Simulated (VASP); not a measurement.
# BN (R3m) in VASP: further runs, part 2 of 2

VASP 6.6.1. The steps go on from the part before.

### Step 4. Band structure, r2SCAN-EpsX

File POSCAR:

```
BN
1.0
    1.2511217832      0.7223354983      3.3729344033
   -1.2511217832      0.7223354983      3.3729344033
    0.0000000000     -1.4446709966      3.3729344033
N B
1 1
Direct
    0.6672382000      0.6672382000      0.6672382000
    0.0003288000      0.0003288000      0.0003288000
```

File INCAR.step1:

```
SYSTEM = BN
  PREC = Accurate
  ENCUT = 520
  EDIFF = 1E-8
  ISMEAR = -1
  SIGMA = 0.05
  LREAL = .FALSE.
  LASPH = .TRUE.
  NELM = 80
  ALGO = Normal
  ISIF = 2
  LWAVE = .FALSE.
  LCHARG = .FALSE.
  GGA = PE
  LEPSILON = .TRUE.
```

File KPOINTS.step1:

```
Automatic mesh
0
G
  12 12 12
  0 0 0
```

File INCAR.step2:

```
SYSTEM = BN
  PREC = Accurate
  ENCUT = 520
  EDIFF = 1E-5
  ISMEAR = -1
  SIGMA = 0.05
  LREAL = .FALSE.
  LASPH = .TRUE.
  NELM = 80
  ALGO = Normal
  ISIF = 2
  LWAVE = .TRUE.
  LCHARG = .FALSE.
  NBANDS = 11
  GGA = PE
```

File KPOINTS.step2:

```
Automatic mesh
0
G
  6 6 6
  0 0 0
```

File INCAR.step3:

```
SYSTEM = BN
  PREC = Accurate
  ENCUT = 520
  EDIFF = 1E-6
  ISMEAR = -1
  SIGMA = 0.05
  LREAL = .FALSE.
  LASPH = .TRUE.
  NELM = 80
  ALGO = Normal
  ISIF = 2
  LWAVE = .FALSE.
  LCHARG = .FALSE.
  METAGGA = R2SCAN
  LHFCALC = .TRUE.
  AEXX = 0.2493
  LMIXTAU = .TRUE.
  PRECFOCK = Normal
  NBANDS = 11
  ISTART = 1
```

File KPOINTS.step3:

```
Automatic mesh
0
G
  6 6 6
  0 0 0
```

File KPOINTS_OPT:

```
path GLB1,BZGX,QFP1Z,LP
8
line-mode
reciprocal
 0.0000000000  0.0000000000  0.0000000000  G
 0.5000000000  0.0000000000  0.0000000000  L

 0.5000000000  0.0000000000  0.0000000000  L
 0.5000000000  0.1972419765 -0.1972419765  B1

 0.8027580235  0.5000000000  0.1972419765  B
 0.5000000000  0.5000000000  0.5000000000  Z

 0.5000000000  0.5000000000  0.5000000000  Z
 0.0000000000  0.0000000000  0.0000000000  G

 0.0000000000  0.0000000000  0.0000000000  G
 0.3486209883  0.0000000000 -0.3486209883  X

 0.6513790117  0.3486209883  0.0000000000  Q
 0.5000000000  0.5000000000  0.0000000000  F

 0.5000000000  0.5000000000  0.0000000000  F
 0.6513790117  0.6513790117  0.1972419765  P1

 0.6513790117  0.6513790117  0.1972419765  P1
 0.5000000000  0.5000000000  0.5000000000  Z

 0.5000000000  0.0000000000  0.0000000000  L
 0.8027580235  0.3486209883  0.3486209883  P
```

Potentials or basis: VASP PAW PBE potentials, release 64 (N, B).

The run is started by

```console
$ cat potpaw_PBE.64/N/POTCAR potpaw_PBE.64/B/POTCAR > POTCAR
$ cp INCAR.step1 INCAR
$ cp KPOINTS.step1 KPOINTS
$ mpirun -np 1 vasp_std > vasp.out
$ cp INCAR.step2 INCAR
$ cp KPOINTS.step2 KPOINTS
$ mpirun -np 1 vasp_std > vasp.out
$ cp INCAR.step3 INCAR
$ cp KPOINTS.step3 KPOINTS
$ mpirun -np 1 vasp_std > vasp.out
```

Run time: 26 min. Hardware: 1 thread of Intel Xeon 6975P-C (Granite Rapids), shared host; peak memory 0.4 GiB.

The run converged. Its results:

* Free energy: -22.5993 eV
* Pressure: -3.3 GPa
* Largest force: 0.010 eV/Å

Forces in eV/Å, atoms in the order of the input:
```
N    0.000  0.000 -0.010
B    0.000  0.000  0.010
```

Stress tensor (GPa, compression positive):
```
-4.93  0.00  0.00
 0.00 -4.93  0.00
 0.00  0.00  0.10
```

Levels at the corners of the path, in eV from the valence-band top:
| point | band 5 | band 6 | band 7 |
| --- | --- | --- | --- |
| Γ | 6.96 | 14.39 | 14.39 |
| L | 7.59 | 12.43 | 15.42 |
| L | 7.59 | 12.43 | 15.42 |
| B1 | 7.11 | 14.70 | 16.81 |
| B | 7.11 | 14.70 | 16.81 |
| Z | 12.70 | 14.31 | 14.31 |
| Z | 12.70 | 14.31 | 14.31 |
| Γ | 6.96 | 14.39 | 14.39 |
| Γ | 6.96 | 14.39 | 14.39 |
| X | 6.95 | 14.64 | 16.46 |
| Q | 6.95 | 14.64 | 16.46 |
| F | 6.37 | 12.42 | 16.85 |
| F | 6.37 | 12.42 | 16.85 |
| P1 | 7.18 | 12.47 | 16.83 |
| P1 | 7.18 | 12.47 | 16.83 |
| Z | 12.70 | 14.31 | 14.31 |
| L | 7.59 | 12.43 | 15.42 |
| P | 7.18 | 12.47 | 16.83 |

Caveat: the k mesh is coarse (spacing up to 0.49 Å⁻¹), so the values aren't converged, least of all with exact exchange; an unscreened hybrid on a path of extra k points without a Coulomb cutoff has errors near the mesh points, so the bands along the path aren't reliable; the PAW data sets were made with another functional, which shifts forces and pressure a little.

### Step 5. G0W0 quasiparticle levels, PBE

POSCAR is that of step 4.

File INCAR.step1:

```
ALGO = Normal ; EDIFF = 1E-8
ENCUT = 450 ; GGA = PE
ISMEAR = 0 ; LASPH = T
LCHARG = F ; LREAL = F
LWAVE = T ; NELM = 100
PREC = Accurate ; SIGMA = 0.01
```

File INCAR.step2:

```
ALGO = Exact ; EDIFF = 1E-8
ENCUT = 450 ; GGA = PE
ISMEAR = 0 ; ISTART = 1
LASPH = T ; LCHARG = F
LOPTICS = T ; LREAL = F
LWAVE = T ; NBANDS = 48
NELM = 1 ; PREC = Accurate
SIGMA = 0.01
```

File INCAR.step3:

```
ALGO = EVGW0 ; EDIFF = 1E-8
ENCUT = 450 ; ENCUTGW = 150
GGA = PE ; ISMEAR = 0
ISTART = 1 ; LASPH = T
LCHARG = F ; LREAL = F
LWAVE = F ; NBANDS = 48
NBANDSGW = 12 ; NELMGW = 1
NOMEGA = 64 ; PREC = Accurate
PRECFOCK = Fast ; SIGMA = 0.01
```

File KPOINTS:

```
k-points
0
Gamma
  6 6 6
```

Potentials or basis: VASP PAW PBE potentials, release 64 (N_GW, B_GW).

The run is started by

```console
$ cat potpaw_PBE.64/N_GW/POTCAR potpaw_PBE.64/B_GW/POTCAR > POTCAR
$ cp INCAR.step1 INCAR
$ mpirun -np 1 vasp_std > vasp.out
$ cp INCAR.step2 INCAR
$ mpirun -np 1 vasp_std > vasp.out
$ cp INCAR.step3 INCAR
$ mpirun -np 1 vasp_std > vasp.out
```

OUTCAR:

```text
EDIFF = 1E-8
   ENCUT = 450
   ENCUTGW = 150
   GGA = PE
   ISMEAR = 0
   ISTART = 1
   LASPH = T
   LREAL = F
   NELMGW = 1
   PREC = Accurate
   PRECFOCK = Fast

 ion  position               nearest neighbor table
   1  0.667  0.667  0.667-   2 1.44   2 1.44   2 1.44
   2  0.000  0.000  0.000-   1 1.44   1 1.44   1 1.44

  LATTYP: Found a trigonal (rhomboedric) cell.
 ALAT       =     3.6692997666
 COS(alpha) =     0.7674786797

  Lattice vectors:

 A1 = (   1.2511217832,   0.7223354983,   3.3729344033)
 A2 = (  -1.2511217832,   0.7223354983,   3.3729344033)
 A3 = (   0.0000000000,  -1.4446709966,   3.3729344033)

Analysis of symmetry for initial positions (statically):
=====================================================================
 Subroutine PRICEL returns:
 Original cell was already a primitive cell.

 Routine SETGRP: Setting up the symmetry group for a
 trigonal (rhombohedral) supercell.

 Subroutine GETGRP returns: Found  6 space group operations
 (whereof  6 operations were pure point group operations)
 out of a pool of 12 trial point group operations.

The static configuration has the point symmetry C_3v.

Analysis of symmetry for dynamics (positions and initial velocities):
=====================================================================
 Subroutine PRICEL returns:
 Original cell was already a primitive cell.

 Routine SETGRP: Setting up the symmetry group for a
 trigonal (rhombohedral) supercell.

 Subroutine GETGRP returns: Found  6 space group operations
 (whereof  6 operations were pure point group operations)
 out of a pool of 12 trial point group operations.

The dynamic configuration has the point symmetry C_3v.

 Subroutine INISYM returns: Found  6 space group operations
 (whereof  6 operations are pure point group operations),
 and found     1 'primitive' translations

----------------------------------------------------------------------------------------

                                     Primitive cell

  volume of cell :      18.2893

  direct lattice vectors                    reciprocal lattice vectors
     1.251121783  0.722335498  3.372934403     0.399641351  0.230733042  0.098825916
    -1.251121783  0.722335498  3.372934403    -0.399641351  0.230733042  0.098825916
     0.000000000 -1.444670997  3.372934403     0.000000000 -0.461466083  0.098825916

  length of vectors
     3.669299767  3.669299767  3.669299767     0.471929558  0.471929558  0.471929558

  position of ions in fractional coordinates (direct lattice)
     0.667238200  0.667238200  0.667238200
     0.000328800  0.000328800  0.000328800

  ion indices of the primitive-cell ions
   primitive index   ion index
                 1           1
                 2           2

----------------------------------------------------------------------------------------

[... 23 lines left out ...]

 Following reciprocal coordinates:
            Coordinates               Weight
  0.000000  0.000000  0.000000      1.000000
  0.166667 -0.000000  0.000000      6.000000
  0.333333 -0.000000  0.000000      6.000000
  0.500000 -0.000000 -0.000000      3.000000
  0.166667  0.166667  0.000000      6.000000
  0.333333  0.166667  0.000000     12.000000
[... 16 lines left out ...]
  0.500000  0.500000  0.166667      6.000000
 -0.333333  0.500000  0.166667     12.000000
 [... further k-points ...]
   k-points           NKPTS =     32   k-points in BZ     NKDIM =    216   number of bands    NBANDS=     48
   number of dos      NEDOS =    301   number of ions     NIONS =      2
   total plane-waves  NPLWV =  21952
   dimension x,y,z NGX =    28 NGY =   28 NGZ =   28
   dimension x,y,z NGXF=    56 NGYF=   56 NGZF=   56
   ions per type =               1   1
   NGX,Y,Z   is equivalent  to a cutoff of  12.69, 12.69, 12.69 a.u.
   NGXF,Y,Z  is equivalent  to a cutoff of  25.37, 25.37, 25.37 a.u.
 SYSTEM =  unknown system
   PREC   = accura    normal or accurate (medium, high low for compatibility)
   ISTART =      1    job   : 0-new  1-cont  2-samecut
   ICHARG =      0    charge: 1-file 2-atom 10-const
   ISPIN  =      1    spin polarized calculation?
   LNONCOLLINEAR =      F non collinear calculations
   LSORBIT =      F    spin-orbit coupling
   LASPH  =      T    aspherical Exc in radial PAW
   ENCUT  =  450.0 eV  33.07 Ry    5.75 a.u.   6.35  6.35  6.35*2*pi/ulx,y,z
   NELM   =     60;   NELMIN=  2; NELMDL=  0     # of ELM steps
   EDIFF  = 0.1E-07   stopping-criterion for ELM
   LREAL  =      F    real-space projection
   EDIFFG = 0.1E-06   stopping-criterion for IOM
   NSW    =      0    number of steps for IOM
   IBRION =     -1    ionic relax: 0-MD 1-quasi-New 2-CG
   NFREE  =      0    steps in history (QN), initial steepest desc. (CG)
   ISIF   =      0    stress and relaxation
   ISYM   =      3    0-nonsym 1-usesym 2-fastsym
   POTIM  = 0.5000    time-step for ionic-motion
   TEBEG  =    0.0;   TEEND  =   0.0 temperature during run
   PSTRESS=    0.0 pullay stress
   NELECT =       8.0000    total number of electrons
   NUPDOWN=      -1.0000    fix difference up-down
   EMIN   =  10.00;   EMAX   =-10.00  energy-range for DOS
   EFERMI =   0.00;   METHOD = LEGACY
   ISMEAR =     0;   SIGMA  =   0.01  broadening in eV -4-tet -1-fermi 0-gaus
   EFERMI_NEDOS =   21; number of points for ismear=-14 and -15
   IALGO  =     38    algorithm
   IMIX   =      4    mixing-type and parameters
     AMIX     =   0.40;   BMIX     =  1.00
     AMIX_MAG =   1.60;   BMIX_MAG =  1.00
  volume/ion in A,a.u.               =       9.14        61.71
  Fermi-wavevector in a.u.,A,eV,Ry     =   1.242717  2.348395 21.012099  1.544346
  Thomas-Fermi vector in A             =   2.377059
   LORBIT       =      0    0 simple, 1 ext, 2 COOP (PROOUT), +10 PAW based schemes
   GGA     = PE    functional components
   LHFCALC =     T    Hartree Fock is set to
   PRECFOCK=fast      Normal, Fast or Accurate (Low or Medium for compatibility)
   ENCUT4O =  -1.0   cutoff for four orbital integrals eV
   NKREDX  =     1    reduce k-point grid by
   NKREDY  =     1    reduce k-point grid by
   NKREDZ  =     1    reduce k-point grid by
   AEXX    =    1.0000 exact exchange contribution
   HFSCREEN=    0.0000 screening length (either q_TF or 0.3 A-1)
   HFSCREENC=   0.0000 screening length for correlation (either q_TF or 0.3 A-1)
   ENCUTFOCK=  -1.0 apply spherical cutoff to Coloumb kernel
   IVDW    =     0    specifies the selected vdW correction
   LEPSILON=     F    determine dielectric tensor
   LRPA    =     F    only Hartree local field effects (RPA)
   LRPAFORCE           =     F    calculate RPA forces
   ENCUTGW             = 150.0    cutoff for response function in eV
   ENCUTGWSOFT         = 120.0    soft cutoff for Coulomb kernel in GW response function in eV
   ENCUTLF             =  -1.0    cutoff for local field effects
   NELMGW              =     1    number of iterations in solving QP/BSE equation
   NELMHF              =     1    number of iterations in the inner HF iteration
   NKREDLFX            =     1    NKREDLFY  =   1   NKREDLFZ  =   1
 non-spin polarized calculation
 Gauss-broadening in eV      SIGMA  =   0.01
  energy-cutoff  :      450.00
  volume of cell :       18.29
 maximum number of plane-waves:       417
 NGX is ok and might be reduce to    28
  NGX = 14; NGY = 14; NGZ = 14
   NGX = 13   NGY = 13   NGZ = 13
 maximum number of plane-waves:        85

 QP shifts <psi_nk| G(iteration)W_0 |psi_nk>: iteration 1
 for sc-GW calculations column KS-energies equals QP-energies in previous step
 and V_xc(KS)=  KS-energies - (<T + V_ion + V_H > + <T+V_H+V_ion>^1  + <V_x>^1)

 k-point   1 :       0.0000    0.0000    0.0000
  band No.  KS-energies  QP-energies   sigma(KS)   V_xc(KS)     V^pw_x(r,r')   Z            occupation Imag(sigma)

      1     -15.6103     -17.3843     -18.3981     -15.9631     -26.6380       0.7285       2.0000       1.2670
      2      -2.0052      -3.1057     -15.8272     -14.3381     -19.4584       0.7391       2.0000       0.1483
      3       0.8838      -0.0703     -19.3889     -18.1934     -22.6331       0.7981       2.0000       0.0675
      4       0.8838      -0.0703     -19.3889     -18.1934     -22.6331       0.7981       2.0000       0.0675
      5       7.3433       7.6580      -8.0487      -8.4239      -4.2797       0.8388       0.0000      -0.0695
      6      13.8621      15.7353     -11.9988     -14.3148      -7.2451       0.8088       0.0000      -0.0927
      7      13.8621      15.7353     -11.9988     -14.3148      -7.2451       0.8088       0.0000      -0.0927
      8      15.3299      16.7384     -13.0717     -15.0070      -6.1736       0.7278       0.0000      -0.6297
      9      16.9124      18.2296     -12.2078     -13.9235      -6.5535       0.7677       0.0000      -0.1950
     10      28.0965      28.9997      -9.0139     -10.1703      -2.6412       0.7810       0.0000      -0.9378
     11      30.1245      30.9639      -8.3631      -9.4114      -1.9316       0.8007       0.0000      -0.9531
     12      31.1852      32.3366      -8.8733     -10.2890      -3.3083       0.8133       0.0000      -0.8766
[... 356 lines left out ...]
      1     -12.4247     -14.1417     -19.4860     -17.2823     -26.9772       0.7791       2.0000       1.0256
      2      -5.8396      -7.2427     -17.6812     -15.7666     -22.5017       0.7328       2.0000       0.2224
      3      -3.1383      -4.4208     -18.2305     -16.5503     -22.3008       0.7633       2.0000       0.1191
      4       0.6316      -0.3611     -15.7092     -14.4315     -18.3299       0.7770       2.0000       0.0800
      5       7.5668       8.5460     -10.9184     -12.1389      -6.8487       0.8023       0.0000      -0.0814
      6      14.2244      15.5519     -11.6297     -13.3170      -6.5648       0.7867       0.0000      -0.1433
      7      16.0898      16.8469      -8.7576      -9.6818      -3.7762       0.8192       0.0000      -0.2775
      8      18.3934      19.6095     -10.7933     -12.3484      -5.0510       0.7820       0.0000      -0.3839
      9      21.6363      22.8791      -9.9737     -11.4980      -4.0555       0.8154       0.0000      -0.5664
     10      23.1295      24.5998     -10.8956     -12.7137      -4.6943       0.8087       0.0000      -0.6484
     11      24.9634      26.0601      -8.9398     -10.2452      -3.4703       0.8401       0.0000      -0.6180
     12      26.9916      28.1290      -8.6921     -10.0688      -3.0297       0.8262       0.0000      -0.7137

 [... further k-points ...]
```

It took 3.5 min on 1 thread of Intel Xeon Platinum 8559C (Emerald Rapids), shared host; peak memory 0.27 GiB.

What came out:

```
Band gap on the k mesh, mean-field level : 4.29 eV, indirect (least direct gap 4.71 eV)
Quasiparticle gap                        : 5.83 eV
Least direct quasiparticle gap           : 6.39 eV
```

Caveat: the k mesh is coarse (spacing up to 0.49 Å⁻¹), so the values aren't converged; the cutoff is under 1.25 times the usual one of these potentials, so pressure, stress and relaxed cells hold a basis-set (Pulay) error; bands, screening cutoff and mesh are small and nothing is extrapolated, so the quasiparticle values aren't converged. A k mesh can miss the band edges.

### Step 6. For comparison

An earlier run on the cell as given: functional PBEsol; potentials or basis VASP PAW PBE potentials, release 64 (N, B); cutoff 520 eV; k mesh 12 × 12 × 12; occupations fermi-dirac, width 0.05 eV; no spin polarisation.

* Pressure: 1.0 GPa
* Band gap on the k mesh: 4.18 eV, indirect (least direct gap 4.63 eV)

### Step 7. Overview

```csv
task,level,potentials or basis,cell,k mesh,cutoff (eV),smearing,grid for exact exchange (PRECFOCK),exchange at q = 0,share of exact exchange,cutoff of the response function,frequency points,mesh quality,gap on the mesh (eV),pressure (GPa),largest force (eV/Å)
band structure,PBE0,"VASP PAW PBE potentials, release 64 (N, B)",as given,6 × 6 × 6,520,fermi-dirac 0.05 eV,Normal,truncated,-,-,-,coarse,6.32,-1.3,0.01
phonons,BLYP,"VASP PAW PBE potentials, release 64 (N_s, B_s)",relaxed,9 × 9 × 9,480,gaussian 0.1 eV,-,-,-,-,-,not flagged,-,-,-
band structure,r2SCAN-EpsX,"VASP PAW PBE potentials, release 64 (N, B)",as given,6 × 6 × 6,520,fermi-dirac 0.05 eV,Normal,default,0.2493,-,-,coarse,-,-3.3,0.01
G0W0 quasiparticle levels,PBE,"VASP PAW PBE potentials, release 64 (N_GW, B_GW)",as given,6 × 6 × 6,450,gaussian 0.01 eV,-,-,-,150,64,coarse,-,-,-
single point,PBEsol,"VASP PAW PBE potentials, release 64 (N, B)",as given,12 × 12 × 12,520,fermi-dirac 0.05 eV,-,-,-,-,-,not flagged,4.18,1.0,-
```

Alike in all rows: no spin polarisation.

Caveats: some runs use coarse meshes; the PAW data sets were made with another functional, which shifts forces and pressure a little (some runs); an unscreened hybrid on a path of extra k points without a Coulomb cutoff has errors near the mesh points, so the bands along the path aren't reliable (some runs); the cutoff is under 1.25 times the usual one of these potentials, so pressure, stress and relaxed cells hold a basis-set (Pulay) error (some runs); bands, screening cutoff and mesh are small and nothing is extrapolated, so the quasiparticle values aren't converged (some runs).

Total energies depend on the potentials used, so only differences within one code and one set of settings carry meaning.
